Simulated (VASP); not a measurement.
# K (Pm-3m) in VASP: further runs

Runs on K. Level: PBE. Tasks: single point.

Everything below comes from runs of VASP 6.6.1. Logs are shortened: lines on timing, memory, paths and dates and some standing lists are left out, and cuts for length are marked.

## (1) Starting point

The structure is cubic, space group Pm-3m (No. 221). Conventional cell: a = 4.310 Å, b = 4.310 Å, c = 4.310 Å, α = 90.00°, β = 90.00°, γ = 90.00°. K (site symmetry m-3m) has 6 K at 4.31 Å as nearest neighbours.

This isn't the form of K at room conditions, which is bcc.

## (2) Single point, PBE

Input file INCAR:

```
  PREC = Accurate
  ENCUT = 600
  EDIFF = 1E-6
  ISMEAR = 0
  SIGMA = 0.2
  LREAL = False
  LASPH = True
  NELM = 100
  ALGO = Normal
  ISIF = 2
  LWAVE = False
  LCHARG = False
  GGA = PE
  NBANDS = 10
  ADDGRID = False
```

Input file KPOINTS:

```
regular mesh
0
Gamma
  6 6 6
```

Input file POSCAR:

```
K
1.0
    4.3104394900      0.0000000000      0.0000000000
    0.0000000000      4.3104394900      0.0000000000
    0.0000000000      0.0000000000      4.3104394900
K
1
Direct
    0.0000000000      0.0000000000      0.0000000000
```

Potentials or basis: VASP PAW PBE potentials, release 64 (K_sv).

Launch:

```console
cat potpaw_PBE.64/K_sv/POTCAR > POTCAR
mpirun -np 1 vasp_std > vasp.out
```

OUTCAR:

```text
PREC = Accurate
   ENCUT = 600
   EDIFF = 1E-6
   ISMEAR = 0
   LREAL = False
   LASPH = True
   NELM = 100
   ISIF = 2
   GGA = PE

 Found     20 irreducible k-points:

 Following reciprocal coordinates:
            Coordinates               Weight
  0.000000  0.000000  0.000000      1.000000
  0.166667  0.000000  0.000000      6.000000
  0.333333  0.000000  0.000000      6.000000
  0.500000  0.000000  0.000000      3.000000
  0.166667  0.166667  0.000000     12.000000
  0.333333  0.166667  0.000000     24.000000
   k-points           NKPTS =     20   k-points in BZ     NKDIM =     20   number of bands    NBANDS=     10
   number of dos      NEDOS =    301   number of ions     NIONS =      1
   total plane-waves  NPLWV =  46656
   dimension x,y,z NGX =    36 NGY =   36 NGZ =   36
   dimension x,y,z NGXF=    72 NGYF=   72 NGZF=   72
   ions per type =               1
   NGX,Y,Z   is equivalent  to a cutoff of  13.88, 13.88, 13.88 a.u.
   NGXF,Y,Z  is equivalent  to a cutoff of  27.77, 27.77, 27.77 a.u.
 SYSTEM =  unknown system
   PREC   = accura    normal or accurate (medium, high low for compatibility)
   ISTART =      0    job   : 0-new  1-cont  2-samecut
   ICHARG =      2    charge: 1-file 2-atom 10-const
   ISPIN  =      1    spin polarized calculation?
   LNONCOLLINEAR =      F non collinear calculations
   LSORBIT =      F    spin-orbit coupling
   LASPH  =      T    aspherical Exc in radial PAW
   ENCUT  =  600.0 eV  44.10 Ry    6.64 a.u.   8.61  8.61  8.61*2*pi/ulx,y,z
   NELM   =    100;   NELMIN=  2; NELMDL= -5     # of ELM steps
   EDIFF  = 0.1E-05   stopping-criterion for ELM
   LREAL  =      F    real-space projection
   EDIFFG = 0.1E-04   stopping-criterion for IOM
   NSW    =      0    number of steps for IOM
   IBRION =     -1    ionic relax: 0-MD 1-quasi-New 2-CG
   NFREE  =      0    steps in history (QN), initial steepest desc. (CG)
   ISIF   =      2    stress and relaxation
   ISYM   =      2    0-nonsym 1-usesym 2-fastsym
   POTIM  = 0.5000    time-step for ionic-motion
   TEBEG  =    0.0;   TEEND  =   0.0 temperature during run
   PSTRESS=    0.0 pullay stress
   NELECT =       9.0000    total number of electrons
   NUPDOWN=      -1.0000    fix difference up-down
   EMIN   =  10.00;   EMAX   =-10.00  energy-range for DOS
   EFERMI =   0.00;   METHOD = LEGACY
   ISMEAR =     0;   SIGMA  =   0.20  broadening in eV -4-tet -1-fermi 0-gaus
   EFERMI_NEDOS =   21; number of points for ismear=-14 and -15
   IALGO  =     38    algorithm
   IMIX   =      4    mixing-type and parameters
     AMIX     =   0.40;   BMIX     =  1.00
     AMIX_MAG =   1.60;   BMIX_MAG =  1.00
  volume/ion in A,a.u.               =      80.09       540.46
  Fermi-wavevector in a.u.,A,eV,Ry     =   0.790013  1.492908  8.491671  0.624120
  Thomas-Fermi vector in A             =   1.895269
   LORBIT       =      0    0 simple, 1 ext, 2 COOP (PROOUT), +10 PAW based schemes
   GGA     = PE    functional components
   LHFCALC =     F    Hartree Fock is set to
   AEXX    =    0.0000 exact exchange contribution
   IVDW    =     0    specifies the selected vdW correction
   LEPSILON=     F    determine dielectric tensor
   LRPA    =     F    only Hartree local field effects (RPA)
 non-spin polarized calculation
 Gauss-broadening in eV      SIGMA  =   0.20
  energy-cutoff  :      600.00
  volume of cell :       80.09
 maximum number of plane-waves:      2721
 NGX is ok and might be reduce to    36
   NGX = 17   NGY = 17   NGZ = 17

 number of electron       9.0000001 magnetization

 Free energy of the ion-electron system (eV)
  ---------------------------------------------------
  ext. energy  EPLUGINS =         0.00000000
  ---------------------------------------------------
  free energy    TOTEN  =        -0.94589520 eV

  energy without entropy =       -0.92495388  energy(sigma->0) =       -0.93542454

 E-fermi :  -0.2140     XC(G=0):  -5.4404

 val. band max:       -0.3179735592   @ k =   0.5000   0.0000   0.0000
 cond. band min:      -0.2045248160   @ k =   0.3333   0.3333   0.1667
 fundamental gap:      0.1134487433
 Fermi energy:        -0.2139901824

 k-point     1 :       0.0000    0.0000    0.0000
  band No.  band energies     occupation
      1     -32.6142      2.00000
      2     -16.0562      2.00000
      3     -16.0562      2.00000
      4     -16.0562      2.00000
      5      -2.3185      2.00000
      6       2.6197      0.00000
      7       2.6197      0.00000
      8       5.8656      0.00000
      9       5.8656      0.00000
     10       5.8842      0.00000

 k-point     2 :       0.1667    0.0000    0.0000
  band No.  band energies     occupation
      1     -32.6131      2.00000
      2     -16.0771      2.00000
      3     -16.0544      2.00000
      4     -16.0544      2.00000
      5      -2.0638      2.00000
      6       2.3013      0.00000
      7       2.7448      0.00000
      8       5.1285      0.00000
      9       5.1285      0.00000
     10       5.4177      0.00000

 k-point     3 :       0.3333    0.0000    0.0000
  band No.  band energies     occupation
      1     -32.6111      2.00000
      2     -16.1187      2.00000
      3     -16.0509      2.00000
      4     -16.0509      2.00000
      5      -1.3335      2.00000
      6       1.1641      0.00000
      7       3.0403      0.00000
      8       4.5690      0.00000
      9       4.5690      0.00000
     10       5.7057      0.00000

 k-point     4 :       0.5000    0.0000    0.0000
  band No.  band energies     occupation
      1     -32.6101      2.00000
      2     -16.1393      2.00000
      3     -16.0491      2.00000
      4     -16.0491      2.00000
      5      -0.3180      1.53783
      6      -0.0871      0.36971
      7       3.2222      0.00000
      8       4.3704      0.00000
      9       4.3704      0.00000
     10       6.0105      0.00000

 k-point     5 :       0.1667    0.1667    0.0000
  band No.  band energies     occupation
      1     -32.6121      2.00000
      2     -16.0759      2.00000
      3     -16.0744      2.00000
      4     -16.0526      2.00000
      5      -1.8131      2.00000
      6       2.3793      0.00000
      7       2.5598      0.00000
      8       4.3098      0.00000
      9       5.0359      0.00000
     10       5.5537      0.00000

 k-point     6 :       0.3333    0.1667    0.0000
  band No.  band energies     occupation
      1     -32.6101      2.00000
      2     -16.1163      2.00000
      3     -16.0712      2.00000
      4     -16.0491      2.00000
      5      -1.0943      2.00000
      6       1.3491      0.00000
      7       2.8680      0.00000
      8       3.9692      0.00000
      9       4.6487      0.00000
     10       5.5234      0.00000

 [... further k-points ...]

------------------------ aborting loop because EDIFF is reached ----------------------------------------

  FORCE on cell =-STRESS in cart. coord.  units (eV):
  Direction    XX          YY          ZZ          XY          YZ          ZX
  --------------------------------------------------------------------------------------
  -------------------------------------------------------------------------------------
  Total       -0.0124586     -0.0124586     -0.0124586      0.0000000      0.0000000     -0.0000000
  in kB       -0.2492376     -0.2492376     -0.2492376      0.0000000      0.0000000     -0.0000000
  external PRESSURE =      -0.2492376 kB  Pullay stress =       0.0000000 kB

 VOLUME and BASIS-vectors are now :
 -----------------------------------------------------------------------------
  energy-cutoff  :      600.00
  volume of cell :       80.09
      direct lattice vectors                 reciprocal lattice vectors
     4.310439490  0.000000000  0.000000000     0.231994905  0.000000000  0.000000000
     0.000000000  4.310439490  0.000000000     0.000000000  0.231994905  0.000000000
     0.000000000  0.000000000  4.310439490     0.000000000  0.000000000  0.231994905

 POSITION                                       TOTAL-FORCE (eV/Angst)
 -----------------------------------------------------------------------------------
      0.00000      0.00000      0.00000         0.000000      0.000000      0.000000
 -----------------------------------------------------------------------------------
    total drift:                                0.000000     -0.000000     -0.000000

  FREE ENERGIE OF THE ION-ELECTRON SYSTEM (eV)
  ---------------------------------------------------
  free  energy   TOTEN  =        -0.9458952039 eV

  energy  without entropy=       -0.9249538835  energy(sigma->0) =       -0.93542454
```

Wall time 11 s (1 thread of Intel Xeon Platinum 8488C (Sapphire Rapids), shared host); peak memory 0.19 GiB.

These settings aren't checked as converged: the numbers below hold their error.

Results:

```yaml
Free_energy: -0.9459 eV
Pressure: 0.0 GPa
Band_gap_on_the_k_mesh: none (metal or under the smearing width)
```

## (3) Single point, PBE

Edit INCAR of step 2 so:

```diff
@@ -1,3 +1,3 @@
   PREC = Accurate
-  ENCUT = 600
+  ENCUT = 500
   EDIFF = 1E-6
```

Input file KPOINTS:

```
regular mesh
0
Gamma
  7 7 7
```

POSCAR is that of step 2.

Potentials or basis: VASP PAW PBE potentials, release 64 (K_sv).

Launch:

```console
cat potpaw_PBE.64/K_sv/POTCAR > POTCAR
mpirun -np 1 vasp_std > vasp.out
```

Wall time 8.2 s (1 thread of Intel Xeon Platinum 8488C (Sapphire Rapids), shared host); peak memory 0.16 GiB.

The run converged, but some of its settings lie outside the range that counts as converged, so its numbers aren't taken as properties of the crystal.

What came out:

```yaml
Free_energy: -0.9514 eV
Pressure: 0.0 GPa
Band_gap_on_the_k_mesh: none (metal or under the smearing width)
```

## (4) Single point, PBE

Edit INCAR of step 3 so:

```diff
@@ -1,3 +1,3 @@
   PREC = Accurate
-  ENCUT = 500
+  ENCUT = 350
   EDIFF = 1E-6
```

Input file KPOINTS:

```
regular mesh
0
Gamma
  9 9 9
```

POSCAR is that of step 3.

Launch:

```console
cat potpaw_PBE.64/K_sv/POTCAR > POTCAR
mpirun -np 1 vasp_std > vasp.out
```

Run time: 9.3 s. Hardware: 1 thread of Intel Xeon Platinum 8488C (Sapphire Rapids), shared host; peak memory 0.15 GiB.

These settings aren't checked as converged: the numbers below hold their error.

What came out:

```yaml
Free_energy: -0.9486 eV
Pressure: -0.1 GPa
Band_gap_on_the_k_mesh: none (metal or under the smearing width)
```

## (5) Single point, PBE

Edit INCAR of step 4 so:

```diff
@@ -1,3 +1,3 @@
   PREC = Accurate
-  ENCUT = 350
+  ENCUT = 400
   EDIFF = 1E-6
```

KPOINTS is that of step 4.

POSCAR is that of step 4.

Potentials or basis: VASP PAW PBE potentials, release 64 (K_sv).

Launch:

```console
cat potpaw_PBE.64/K_sv/POTCAR > POTCAR
mpirun -np 1 vasp_std > vasp.out
```

OUTCAR:

```text
PREC = Accurate
   ENCUT = 400
   EDIFF = 1E-6
   ISMEAR = 0
   LREAL = False
   LASPH = True
   NELM = 100
   ISIF = 2
   GGA = PE

 Found     35 irreducible k-points:

 Following reciprocal coordinates:
            Coordinates               Weight
  0.000000  0.000000  0.000000      1.000000
  0.111111  0.000000  0.000000      6.000000
  0.222222  0.000000  0.000000      6.000000
  0.333333  0.000000  0.000000      6.000000
  0.444444  0.000000  0.000000      6.000000
  0.111111  0.111111  0.000000     12.000000
[... 154 lines left out ...]
------------------------ aborting loop because EDIFF is reached ----------------------------------------

  FORCE on cell =-STRESS in cart. coord.  units (eV):
  Direction    XX          YY          ZZ          XY          YZ          ZX
  --------------------------------------------------------------------------------------
  -------------------------------------------------------------------------------------
  Total       -0.0134084     -0.0134084     -0.0134084      0.0000000      0.0000000     -0.0000000
  in kB       -0.2682392     -0.2682392     -0.2682392      0.0000000      0.0000000     -0.0000000
  external PRESSURE =      -0.2682392 kB  Pullay stress =       0.0000000 kB

 VOLUME and BASIS-vectors are now :
 -----------------------------------------------------------------------------
  energy-cutoff  :      400.00
  volume of cell :       80.09
      direct lattice vectors                 reciprocal lattice vectors
     4.310439490  0.000000000  0.000000000     0.231994905  0.000000000  0.000000000
     0.000000000  4.310439490  0.000000000     0.000000000  0.231994905  0.000000000
     0.000000000  0.000000000  4.310439490     0.000000000  0.000000000  0.231994905

 POSITION                                       TOTAL-FORCE (eV/Angst)
 -----------------------------------------------------------------------------------
      0.00000      0.00000      0.00000         0.000000      0.000000      0.000000
 -----------------------------------------------------------------------------------
    total drift:                               -0.000000      0.000000     -0.000000

  FREE ENERGIE OF THE ION-ELECTRON SYSTEM (eV)
  ---------------------------------------------------
  free  energy   TOTEN  =        -0.9492214257 eV

  energy  without entropy=       -0.9317908180  energy(sigma->0) =       -0.94050612
```

OSZICAR:

```text
N       E                     dE             d eps       ncg     rms          rms(c)
DAV:   1     0.371361829118E+02    0.37136E+02   -0.32359E+03   700   0.562E+02
DAV:   2     0.259064983972E+00   -0.36877E+02   -0.36499E+02   758   0.172E+02
DAV:   3    -0.917787059098E+00   -0.11769E+01   -0.11699E+01  1082   0.240E+01
DAV:   4    -0.949631629143E+00   -0.31845E-01   -0.31832E-01   958   0.388E+00
DAV:   5    -0.950577895490E+00   -0.94627E-03   -0.94613E-03  1100   0.442E-01    0.178E+00
DAV:   6    -0.949717128688E+00    0.86077E-03   -0.15374E-03  1086   0.244E-01    0.112E+00
DAV:   7    -0.949167969265E+00    0.54916E-03   -0.32520E-03  1010   0.332E-01    0.727E-02
DAV:   8    -0.949214810397E+00   -0.46841E-04   -0.23840E-04   938   0.151E-01    0.250E-02
DAV:   9    -0.949223764515E+00   -0.89541E-05   -0.20916E-05  1064   0.327E-02    0.118E-02
DAV:  10    -0.949221499284E+00    0.22652E-05   -0.62816E-06   988   0.206E-02    0.222E-03
DAV:  11    -0.949221425701E+00    0.73583E-07   -0.19892E-07   484   0.295E-03
   1 F= -.94922143E+00 E0= -.94050612E+00  d E =-.174306E-01
```

stdout:

```text
POSCAR found type information on POSCAR K
 POSCAR found :  1 types and       1 ions
 scaLAPACK will be used
 LDA part: xc-table for (Slater+PW92), standard interpolation
 POSCAR, INCAR and KPOINTS ok, starting setup
 FFT: planning ... GRIDC
 FFT: planning ... GRID_SOFT
 FFT: planning ... GRID
 WAVECAR not read
 entering main loop
```

Wall time 9.5 s (1 thread of Intel Xeon Platinum 8488C (Sapphire Rapids), shared host); peak memory 0.15 GiB.

The run converged, but some of its settings lie outside the range that counts as converged, so its numbers aren't taken as properties of the crystal.

Results:

```yaml
Free_energy: -0.9492 eV
Pressure: 0.0 GPa
Band_gap_on_the_k_mesh: none (metal or under the smearing width)
```
